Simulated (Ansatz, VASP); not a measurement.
Li: VASP beside Ansatz

```
CELL_PARAMETERS angstrom
-1.75000 1.75000 1.75000
1.75000 -1.75000 1.75000
1.75000 1.75000 -1.75000
ATOMIC_POSITIONS crystal
Li 0.00000 0.00000 0.00000
```

Alike in both runs: task relaxation of cell and atoms; functional PBE; k mesh 16 × 16 × 16; occupations gaussian, width 0.1 eV; no spin polarisation.

```csv
,VASP,Ansatz
version,VASP 6.6.1,Ansatz 0.2.0
potentials or method,"VASP PAW PBE potentials, release 64 (Li_sv)","scalar-relativistic, plane waves, PAW"
plane-wave cutoff (eV),600,420
valence electrons in the cell,3,3
```

VASP gave:

* gap on the k mesh at the Fermi level, each at its own relaxed structure (eV): none
* relaxed volume (Å³/atom): 20.04
* relaxed cell length with the largest relative difference (Å): 2.964
* energy change over the relaxation (meV/atom): -4

What did Ansatz give for the same quantities?

gap on the k mesh at the Fermi level, each at its own relaxed structure (eV): none; relaxed volume (Å³/atom): 20.22; relaxed cell length with the largest relative difference (Å): 2.973; energy change over the relaxation (meV/atom): -3.

A gap of «none» marks a metal or a gap that the smearing closes.

Caveats: the cutoff is under 1.25 times the usual one of these potentials, so pressure, stress and relaxed cells hold a basis-set (Pulay) error (VASP).
